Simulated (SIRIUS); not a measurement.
Bi in SIRIUS: convergence with density cutoff

Input of the first run (density cutoff 2666.7 eV); the others differ in this setting and in those tied to it:

The input sirius.json:

```json
{
  "control": {
    "processing_unit": "cpu",
    "verbosity": 2,
    "num_bands_to_print": 14,
    "print_forces": true,
    "print_stress": true
  },
  "parameters": {
    "electronic_structure_method": "pseudopotential",
    "xc_functionals": ["XC_GGA_X_PBE", "XC_GGA_C_PBE"],
    "gk_cutoff": 6.4,
    "pw_cutoff": 14.0,
    "ngridk": [9, 9, 9],
    "shiftk": [0, 0, 0],
    "smearing": "cold",
    "smearing_width": 0.0018374661,
    "num_bands": 14,
    "num_mag_dims": 0,
    "num_dft_iter": 100,
    "energy_tol": 1e-08,
    "density_tol": 1e-06
  },
  "iterative_solver": {
    "type": "davidson",
    "min_tolerance": 1e-10
  },
  "mixer": {
    "type": "anderson",
    "beta": 0.7,
    "max_history": 8
  },
  "settings": {
    "tol_ne": 1e-10
  },
  "unit_cell": {
    "lattice_vectors": [
      [-0.57735026919, 0.57735026919, 0.57735026919],
      [0.57735026919, -0.57735026919, 0.57735026919],
      [0.57735026919, 0.57735026919, -0.57735026919]
    ],
    "lattice_vectors_scale": 6.4854235633,
    "atom_coordinate_units": "lattice",
    "atom_types": ["Bi"],
    "atom_files": {
      "Bi": "Bi.json"
    },
    "atoms": {
      "Bi": [
        [0.0, 0.0, 0.0]
      ]
    }
  }
}
```

Potentials or basis: JTH 2.0 PBE (PAW).

Run with:

```sh
$ upf_to_json Bi.GGA_PBE-JTH.UPF
$ OMP_NUM_THREADS=1 sirius.scf --input=sirius.json --output=out.json --task=0
```

This isn't the form of Bi at room conditions, which is rhombohedral.

Hardware: 1 thread of Arm Neoverse V2, on a shared host.

```tsv
density cutoff	energy less the tightest run (meV/atom)	SCF cycles	CPU time (s)	peak memory (GiB)
2666.7 eV	-0.09	29	25	0.23
3483.1 eV	-0.06	29	25	0.25
4408.2 eV	-0.04	29	26	0.27
5442.3 eV	-0.02	29	28	0.3
7197.4 eV	-0.01	30	29	0.35
9197.4 eV	0.00	30	32	0.43
12245.1 eV	0.00	30	35	0.54
```

Against the tightest run, the energy stays within 1 meV/atom from 2666.7 eV on. The tightest run that finished is the yardstick and may itself not be fully converged.
